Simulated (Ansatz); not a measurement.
# Relaxing Ni2O

Method: DFT PBE, scalar-relativistic, plane waves, PAW (Ansatz). Cutoff 420 eV, Γ-centred k mesh, Gaussian smearing, no spin polarisation in the final step.

Ni2O was placed on the anti-beta-cristobalite structure type (Fd-3m, No. 227), with O in place of Si, Ni in place of O, at a guessed volume.

```
Ni O
1.0
     0.00000    3.31342    3.31342
     3.31342    0.00000    3.31342
     3.31342    3.31342    0.00000
Ni O
4 2
Direct
  0.62500 0.62500 0.62500
  0.12500 0.62500 0.62500
  0.62500 0.62500 0.12500
  0.62500 0.12500 0.62500
  0.50000 0.50000 0.50000
  0.75000 0.75000 0.75000
```

Cell and atoms relax at zero pressure; the relaxation can't lower the symmetry of the start. After a coarse first stage the cell is made exact in the group found at 0.06 Å.

Energies over the elements count from the elements' standard structures at the same level (O₂ as a molecule), with no empirical corrections.

Question: Which crystal results?

Answer: It keeps Fd-3m (No. 227). The result has the beta-cristobalite structure. Conventional cell: a = 8.197 Å. Around Ni lie 2 O at 1.77 Å; around O lie 4 Ni at 1.77 Å.

Space group Fd-3m:1 (No. 227). a = 8.197 Å, b = 8.197 Å, c = 8.197 Å, α = 90.00°, β = 90.00°, γ = 90.00°
```json
{"atom": "Ni", "site": "16c", "symmetry": ".-3m", "x": "0.1250", "y": "0.1250", "z": "0.1250"}
{"atom": "O", "site": "8a", "symmetry": "-43m", "x": "0.5000", "y": "0.0000", "z": "0.5000"}
```

Question: What are its volume, energy, density and gap?

Answer: The volume per atom is 22.95 Å³ and the density is 3.22 g/cm³. The energy over the elements is 0.07 eV/atom and the gap on the 8×8×8 mesh is 0 eV (a metal).

The final run used a 8×8×8 mesh on its 6-atom cell and 0.10 eV smearing. The k mesh leaves about 4 meV/atom of noise in metals. A structure relaxed within its symmetry needn't be a true minimum.

Cost: 3 runs of about 1.6 core-minutes in all, on Arm Neoverse V2 (shared hosts).